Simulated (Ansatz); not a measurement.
Consider the cleavage of the Ge–B bond: `[SiH3][SiH2][BH][GeH3]` + `CC(=O)O` → `CC(=O)[O][GeH3]` + `B[SiH2][SiH3]`.

Program: Ansatz. Geometries: PBE0-D4/def2-TZVP. ΔE: electronic, gas phase. CCSD(T)/CBS is the MP2 limit (def2-TZVPP, def2-QZVPP) plus CCSD(T) − MP2 in def2-TZVPP, frozen cores. Functionals use def2-TZVPP. B3LYP here is the variant with VWN-RPA as its local correlation; programs differ in this. For Ge outer-core shells are correlated without core-valence functions, which leaves a few kJ/mol of doubt a bond. Scalar relativity is left out up to krypton. Each species was taken in one conformer, which may not be the lowest.

| level | ΔE (kJ/mol) |
| --- | --- |
| B3LYP | -32.1 |
| MP2/CBS(def2) | -31.1 |

(1) What does CCSD(T)/CBS give? (Best estimate.)

Largest T1 diagnostic among the species: 0.015.

## Answers

(1) The calculation gave: -27.4 kJ/mol. The listed levels differ from it by -4.7, -3.7 kJ/mol.

In def2-TZVPP, CCSD(T) changes the Hartree–Fock value by +21.1 kJ/mol (the triples alone add +1.2 kJ/mol) and MP2 by +17.3 kJ/mol. From PBE to PBE0 (25 % exact exchange), in def2-TZVPP and without D4, ΔE moves by −3.8 kJ/mol.

CCSD(T)/CBS has its own doubt, a few kJ/mol and more with outer-core shells, so smaller differences from it don't rank the levels.
